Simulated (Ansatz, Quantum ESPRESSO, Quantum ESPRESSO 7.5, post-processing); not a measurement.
## Ballistic transmission: C2 chain between two Rh chains

Aim: the zero-bias transmission with pwcond for this junction: C2 chain between two Rh chains.

Method: plane-wave DFT, PBE, GBRV ultrasoft pseudopotentials (cross-check by Ansatz 0.2.0 with PAW datasets), in Quantum ESPRESSO 7.5.

Most raw output is cut from this account.

## Step 1: Starting point

The cell holds 16 atoms: 14 Rh and 2 C. Cell: a = 7.500 Å, b = 7.500 Å, c = 34.661 Å, α = 90.0°, β = 90.0°, γ = 90.0°. Regions: left lead, 7 atoms (7 Rh); channel, 2 atoms (2 C); right lead, 7 atoms (7 Rh). Vacuum lies along a and b. The structure is stacked along c, and the current runs across the ab planes.

## Step 2: SCF with pw.x

One periodic cell holds a stretch of lead, the junction and more lead; the atoms stay as built.

scf.in reads:

```
&control
  prefix = 'scf'
  outdir = './out'
  pseudo_dir = './pseudo'
  calculation = 'scf'
  tprnfor = .true.
/
&system
  ibrav = 0
  nat = 16
  ntyp = 2
  ecutwfc = 34
  ecutrho = 170
  occupations = 'smearing'
  smearing = 'mv'
  degauss = 0.01
/
&electrons
  conv_thr = 1e-07
  mixing_beta = 0.25
  electron_maxstep = 120
  mixing_mode = 'local-TF'
/
ATOMIC_SPECIES
  Rh  102.9055  rh_pbe_v1.4.uspp.F.UPF
  C   12.0110  c_pbe_v1.2.uspp.F.UPF
CELL_PARAMETERS angstrom
  7.50000000000000 0.00000000000000 0.00000000000000
  0.00000000000000 7.50000000000000 0.00000000000000
  0.00000000000000 0.00000000000000 34.66139999999999
ATOMIC_POSITIONS crystal
  Rh  0.500000000000 0.500000000000 0.000000000000
  Rh  0.500000000000 0.500000000000 0.066356234890
  Rh  0.500000000000 0.500000000000 0.132712469779
  Rh  0.500000000000 0.500000000000 0.199068704669
  Rh  0.500000000000 0.500000000000 0.265424939558
  Rh  0.500000000000 0.500000000000 0.331781174448
  Rh  0.500000000000 0.500000000000 0.398137409337
  C   0.500000000000 0.500000000000 0.449078802357
  C   0.500000000000 0.500000000000 0.484564962754
  Rh  0.500000000000 0.500000000000 0.535506355773
  Rh  0.500000000000 0.500000000000 0.601862590663
  Rh  0.500000000000 0.500000000000 0.668218825552
  Rh  0.500000000000 0.500000000000 0.734575060442
  Rh  0.500000000000 0.500000000000 0.800931295331
  Rh  0.500000000000 0.500000000000 0.867287530221
  Rh  0.500000000000 0.500000000000 0.933643765110
K_POINTS automatic
  1 1 3 0 0 0
```

Command:

```
OMP_NUM_THREADS=1 mpirun -n 4 pw.x -nk 1 -in scf.in > scf.out
```

Elapsed: 4.4 min, on 4 MPI ranks of Arm Neoverse V2, shared host; peak memory 3.2 GiB.

Read from the output:

```
free energy  : -32869.9905 eV
Fermi energy : -2.697 eV
```

The program's own clock; routines nest. Time by routine:

| routine | wall time (s) | calls |
| --- | --- | --- |
| PWSCF | 261.6 | 1 |
| electrons | 254.3 | 1 |
| c_bands | 172.5 | 28 |
| cegterg | 168.5 | 56 |
| h_psi | 100.8 | 188 |
| fftw | 72.86 | 38304 |
| vloc_psi | 63.05 | 188 |
| sum_band | 44.67 | 28 |
| calbec | 28.31 | 252 |
| newd | 19.34 | 29 |
| add_vuspsi | 18.52 | 188 |
| s_psi | 18.5 | 188 |
| h_psi:calbec | 18.42 | 188 |
| mix_rho | 16.01 | 28 |

The run needed 28 iterations to bring the estimated error under 1e-07 Ry; the largest force on any atom, held or free, is 3.37 eV/Å.

## Step 3: The open system

prefixt takes both regions from one run: the lead from 0 to bdl, the scattering region from bdl to bds (units of alat). ikind = 1 puts the same lead on both sides. The program's T_tot counts both spins in a run without spin; the tables below give T per spin.

cond.in reads:

```
&inputcond
  outdir = './out'
  prefixt = 'scf'
  tran_file = 'cond.dat'
  bdl = 0.6133333333
  bds = 4.6215200000
  ikind = 1
  ewind = 4.0
  epsproj = 1e-05
  nz1 = 7
  energy0 = 2.0
  denergy = -0.1
/
1
  0.00000000 0.00000000 1.00000000
41
```

Command:

```
OMP_NUM_THREADS=1 mpirun -n 4 pwcond.x -in cond.in > cond.out
```

Run time: 4.5 min. Hardware: 4 MPI ranks; peak memory 0.63 GiB.

Read from the output:

| Property | Result |
| --- | --- |
| lead channels at the Fermi level, one spin | 4 |
| transmission at the Fermi level, one spin | 2.317 |
| conductance | 2.317 G₀ |

Per spin. Table of open channels by energy, zero at the Fermi level:

| energy (eV) | open channels |
| --- | --- |
| -2.00 | 3 |
| -1.90 | 3 |
| -1.70 | 3 |
| -1.60 | 3 |
| -1.40 | 3 |
| -1.30 | 3 |
| -1.20 | 3 |
| -1.00 | 5 |
| -0.90 | 5 |
| -0.80 | 6 |
| -0.60 | 6 |
| -0.50 | 6 |
| -0.30 | 6 |
| -0.20 | 6 |
| -0.10 | 6 |
| 0.00 | 4 |
| 0.10 | 4 |
| 0.20 | 4 |
| 0.30 | 4 |
| 0.50 | 4 |
| 0.60 | 4 |
| 0.80 | 4 |
| 0.90 | 4 |
| 1.00 | 3 |
| 1.20 | 1 |
| 1.30 | 1 |
| 1.40 | 1 |
| 1.60 | 1 |
| 1.70 | 1 |
| 1.90 | 1 |
| 2.00 | 1 |

Per spin. Table of transmission by energy, zero at the Fermi level:

| energy (eV) | transmission |
| --- | --- |
| -2.00 | 2.11 |
| -1.80 | 0.113 |
| -1.60 | 2.10 |
| -1.40 | 2.08 |
| -1.20 | 2.08 |
| -1.00 | 2.13 |
| -0.90 | 2.18 |
| -0.70 | 2.26 |
| -0.50 | 2.26 |
| -0.30 | 2.27 |
| -0.10 | 2.31 |
| 0.00 | 2.32 |
| 0.10 | 2.32 |
| 0.30 | 2.30 |
| 0.50 | 2.30 |
| 0.70 | 1.99 |
| 0.90 | 2.32 |
| 1.00 | 2.37 |
| 1.20 | 0.171 |
| 1.40 | 0.109 |
| 1.60 | 0.0805 |
| 1.80 | 0.0650 |
| 2.00 | 0.0555 |

The program's own clock; routines nest. Time by routine:

| routine | wall time (s) | calls |
| --- | --- | --- |
| PWCOND | 267.6 | 1 |
| scatter_forw | 229.5 | 82 |
| compbs | 20.06 | 41 |
| compbs_2 | 16.46 | 41 |
| local | 9.82 | 1 |
| init | 1.27 | 1 |
| poten | 0.11 | 1 |

The run is unpolarised; a magnetic state was not tried, may lie lower and would change T.

At no point does T exceed the number of channels. That doesn't clear the run: at some energies its lead has fewer channels than the second code's.

## Step 4: The open system, with ewind = 6.0 and epsproj = 1e-07

How much does a setting matter? One run is repeated with a change.

cond.w.in reads:

```
&inputcond
  outdir = './out'
  prefixt = 'scf'
  tran_file = 'cond.w.dat'
  bdl = 0.6133333333
  bds = 4.6215200000
  ikind = 1
  ewind = 6.0
  epsproj = 1e-07
  nz1 = 7
  energy0 = 2.0
  denergy = -0.1
/
1
  0.00000000 0.00000000 1.00000000
41
```

Command:

```
OMP_NUM_THREADS=1 mpirun -n 4 pwcond.x -in cond.w.in > cond.w.out
```

Elapsed: 54 min, on 4 MPI ranks; peak memory 1.9 GiB.

Beside the run it was changed from:

| quantity | this run | unchanged run | difference |
| --- | --- | --- | --- |
| transmission at the Fermi level, one spin | 2.318 | 2.317 | 6.2e-4 |
| lead channels at the Fermi level, one spin | 4 | 4 | 0 |
| wall time (s) | 3225 | 268 |  |

Over all energies T moves by up to 0.027, at 1 eV.

The physical values in this table stay within 0.05 %.

## Step 5: Transmission with pwcond.x, with nenergy = 0

One more run, with a changed input.

cond.bad.in is the input of step 3 with these lines changed:

```diff
@@ -3,3 +3,3 @@
   prefixt = 'scf'
-  tran_file = 'cond.dat'
+  tran_file = 'cond.bad.dat'
   bdl = 0.6133333333
@@ -15,2 +15,2 @@
   0.00000000 0.00000000 1.00000000
-41
+0
```

Command:

```
OMP_NUM_THREADS=1 mpirun -n 4 pwcond.x -in cond.bad.in > cond.bad.out
```

Elapsed: 11 s, on 4 MPI ranks; peak memory 0.63 GiB.

The run finished, but its numbers are not taken as the system's. The fault: no energies.

## Step 6: The same in Ansatz

A second code with its own PAW datasets, on the same atoms.

Level of this step: plane-wave DFT, PBE, Ansatz PAW (Ansatz 0.2.0).

input.yaml reads:

```yaml
crystal:
  lattice:
    - [7.5, 0.0, 0.0]
    - [0.0, 7.5, 0.0]
    - [0.0, 0.0, 34.6614]
  atoms:
    - { symbol: Rh, position: [0.5, 0.5, 0.0] }
    - { symbol: Rh, position: [0.5, 0.5, 0.0663562349] }
    - { symbol: Rh, position: [0.5, 0.5, 0.1327124698] }
    - { symbol: Rh, position: [0.5, 0.5, 0.1990687047] }
    - { symbol: Rh, position: [0.5, 0.5, 0.2654249396] }
    - { symbol: Rh, position: [0.5, 0.5, 0.3317811744] }
    - { symbol: Rh, position: [0.5, 0.5, 0.3981374093] }
    - { symbol: C, position: [0.5, 0.5, 0.4490788024] }
    - { symbol: C, position: [0.5, 0.5, 0.4845649628] }
    - { symbol: Rh, position: [0.5, 0.5, 0.5355063558] }
    - { symbol: Rh, position: [0.5, 0.5, 0.6018625907] }
    - { symbol: Rh, position: [0.5, 0.5, 0.6682188256] }
    - { symbol: Rh, position: [0.5, 0.5, 0.7345750604] }
    - { symbol: Rh, position: [0.5, 0.5, 0.8009312953] }
    - { symbol: Rh, position: [0.5, 0.5, 0.8672875302] }
    - { symbol: Rh, position: [0.5, 0.5, 0.9336437651] }
kpoints:
  mp_grid: { grid: [1, 1, 4] }
hamiltonian:
  xc: pbe
scf:
  occupations: { method: fermi_dirac, width: 0.1 }
  convergence: { dr2_threshold: 1.0e-08 }
output:
  transmission:
    leads: [[0, 1]]
    e_range: [-2.0, 2.0]
    de: 0.05
    kmesh: [1, 1]
    reduced_basis: true
  write_potential: true
  write_density: true
  volumetric_format: npy
```

Command:

```
ansatz run input.yaml --threads 4 --pin off --max-ram 8192MiB --backend cpu --events-out ev --progress --plain --runs-dir out
```

Run time: 45 s. Hardware: 4 threads; peak memory 3.8 GiB.

Numbers from this step:

| Quantity | Value |
| --- | --- |
| free energy | -90093.7563 eV |
| energy at zero smearing | -90093.0676 eV |
| smearing term TS | 1.377 eV |
| Fermi energy | -2.558 eV |
| symmetry operations | 16 |
| transmission at the Fermi level, one spin | 2.316 |
| step of the lead's Hamiltonian over a period | 9.5 meV |

Per spin. Transmission against energy, zero at the Fermi level:

| energy (eV) | transmission |
| --- | --- |
| -2.00 | 2.11 |
| -1.85 | 2.11 |
| -1.70 | 2.10 |
| -1.60 | 2.09 |
| -1.45 | 2.08 |
| -1.30 | 2.08 |
| -1.15 | 2.10 |
| -1.05 | 2.12 |
| -0.90 | 2.20 |
| -0.75 | 2.24 |
| -0.60 | 2.24 |
| -0.50 | 2.25 |
| -0.35 | 2.27 |
| -0.20 | 2.29 |
| -0.05 | 2.31 |
| 0.00 | 2.32 |
| 0.05 | 2.32 |
| 0.15 | 2.33 |
| 0.20 | 2.33 |
| 0.35 | 2.31 |
| 0.50 | 2.30 |
| 0.60 | 2.29 |
| 0.75 | 2.29 |
| 0.90 | 2.29 |
| 1.05 | 2.12 |
| 1.15 | 1.54 |
| 1.30 | 0.131 |
| 1.45 | 0.100 |
| 1.60 | 0.0818 |
| 1.70 | 0.0731 |
| 1.85 | 0.0635 |
| 2.00 | 0.0567 |

Per spin. Table of open channels by energy, zero at the Fermi level:

| energy (eV) | open channels |
| --- | --- |
| -2.00 | 3 |
| -1.90 | 3 |
| -1.80 | 3 |
| -1.70 | 3 |
| -1.55 | 3 |
| -1.45 | 3 |
| -1.35 | 3 |
| -1.25 | 3 |
| -1.15 | 5 |
| -1.05 | 5 |
| -0.90 | 5 |
| -0.80 | 6 |
| -0.70 | 6 |
| -0.60 | 6 |
| -0.50 | 6 |
| -0.40 | 6 |
| -0.25 | 6 |
| -0.15 | 6 |
| -0.05 | 4 |
| 0.00 | 4 |
| 0.05 | 4 |
| 0.15 | 4 |
| 0.25 | 4 |
| 0.40 | 4 |
| 0.50 | 4 |
| 0.60 | 4 |
| 0.70 | 4 |
| 0.80 | 4 |
| 0.90 | 4 |
| 1.05 | 3 |
| 1.15 | 3 |
| 1.25 | 1 |
| 1.35 | 1 |
| 1.45 | 1 |
| 1.55 | 1 |
| 1.70 | 1 |
| 1.80 | 1 |
| 1.90 | 1 |
| 2.00 | 1 |

Ansatz finds T = 2.32 against pwcond's 2.32.

## Step 7: All levels side by side

All levels:

| step | T at the Fermi level (per spin) | conductance (G0) | r.m.s. T(E) from the first | CPU time of the step (s) | peak memory (GiB) |
| --- | --- | --- | --- | --- | --- |
| Ansatz | 2.316 | - | 0 | 166.1 | 3.811 |
| pwcond | 2.317 | 2.317 | 0.3155 | 1072 | 0.63 |
| pwcond, changed setting | 2.318 | 2.318 | 0.3153 | 12899 | 1.94 |

Per spin. The transmission by energy, zero at the Fermi level:

| energy (eV) | Ansatz | pwcond | pwcond, changed setting |
| --- | --- | --- | --- |
| -2.00 | 2.11 | 2.11 | 2.10 |
| -1.80 | 2.11 | 0.113 | 0.113 |
| -1.60 | 2.09 | 2.10 | 2.10 |
| -1.40 | 2.08 | 2.08 | 2.08 |
| -1.20 | 2.09 | 2.08 | 2.08 |
| -1.00 | 2.14 | 2.13 | 2.13 |
| -0.90 | 2.20 | 2.18 | 2.18 |
| -0.70 | 2.24 | 2.26 | 2.26 |
| -0.50 | 2.25 | 2.26 | 2.26 |
| -0.30 | 2.27 | 2.27 | 2.27 |
| -0.10 | 2.30 | 2.31 | 2.31 |
| 0.00 | 2.32 | 2.32 | 2.32 |
| 0.10 | 2.32 | 2.32 | 2.32 |
| 0.20 | 2.33 | 2.31 | 2.31 |
| 0.30 | 2.32 | 2.30 | 2.30 |
| 0.50 | 2.30 | 2.30 | 2.30 |
| 0.70 | 2.29 | 1.99 | 1.99 |
| 0.90 | 2.29 | 2.32 | 2.32 |
| 1.00 | 2.26 | 2.37 | 2.34 |
| 1.20 | 0.165 | 0.171 | 0.169 |
| 1.40 | 0.109 | 0.109 | 0.108 |
| 1.60 | 0.0818 | 0.0805 | 0.0802 |
| 1.80 | 0.0663 | 0.0650 | 0.0648 |
| 2.00 | 0.0567 | 0.0555 | 0.0554 |

## Step 8: Worked from the printed numbers

G = 2.32 × 77.48 µS = 180 µS a cell, a resistance of 5.57 kΩ.

## Step 9: What came out

* conductance from T at the Fermi level, a cell (G₀ = 2e²/h): 2.32 G₀
* lead channels per spin: 4.00
* the same conductance by Ansatz: 2.32 G₀

**Reading.** The junction conducts 2.32 G₀ a cell at the Fermi level (PBE, GBRV ultrasoft). At the Fermi level the junction passes 58 % of what the leads offer. At the Fermi level pwcond and Ansatz differ by 0.086 %, a close match. Over -2 to 2 eV, T lies between 0.056 and 2.4 per spin. pwcond's lead, cut out of the junction cell, has fewer channels than Ansatz's near 0.7 and -1.8 eV, so its T is in doubt there. The geometry is as built, not relaxed, and the leads are short. The chain ran without spin polarisation; chains of d metals can be magnetic.

[Logs are printed without paths, hosts, clocks, repeated set-up lines and the standing remarks that a program may print on its own settings, such as how far it seeks lower states.]

[Hosts, paths, dates, database ids (printed as entryN), source tags and the programs' standing remarks are cut or masked in the printed files.]

[Maps of the electrostatic potential energy from Ansatz leave out the sawtooth potential of an applied field or a dipole correction, so their vacuum need not be flat; planar profiles and work functions include it.]
